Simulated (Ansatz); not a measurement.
## Is this Si2W structure stable?

It was relaxed at this level from a Materials Project cell.

All numbers below come from DFT PBE, scalar-relativistic, plane waves, PAW in Ansatz. Cutoff 420 eV, Γ-centred 12×12×6 mesh (9-atom cell), Gaussian smearing of 0.10 eV, no spin polarisation.

```xyz
9
Lattice="4.6140 0.0000 0.0000 -2.3070 3.9958 0.0000 0.0000 0.0000 6.6464" Properties=species:S:1:pos:R:3 pbc="T T T"
Si    2.3070    2.6879    3.3232
Si   -1.1743    3.3419    5.5386
Si    1.1743    3.3419    1.1077
Si    0.0000    1.3079    3.3232
Si    3.4813    0.6540    5.5386
Si    1.1327    0.6540    1.1077
W    -1.1535    1.9979    1.1077
W     1.1535    1.9979    5.5386
W     2.3070    0.0000    3.3232
```

The zero of energy is the elements' standard structures at the same level; no fitted shifts are applied.

Question: These tests were run: energy against the elements; random kick, then relaxation without symmetry; phonons at Γ; elastic tensor. What do they show?

Answer:

| test | result |
| --- | --- |
| energy against the elements | −0.27 eV/atom |
| random kick, then relaxation without symmetry | returns |
| phonons at Γ | lowest optical mode 151 cm⁻¹ |
| elastic tensor | least eigenvalue 138 GPa |

It fails none of these tests. Competing phases weren't compared here. Phonons away from Γ weren't computed.

These runs have no spin–orbit coupling, which can matter for W. The kick test ran on a coarse mesh. The run for the phonons used a 12×12×6 k mesh and Gaussian smearing of 0.10 eV. The run for the elastic tensor used a 12×12×6 k mesh and Gaussian smearing of 0.10 eV. Another cell of Si2W relaxed alike, in I4/mmm (a cell as deposited in COD), lies 68 meV/atom lower, so this cell isn't the stable form at this level.
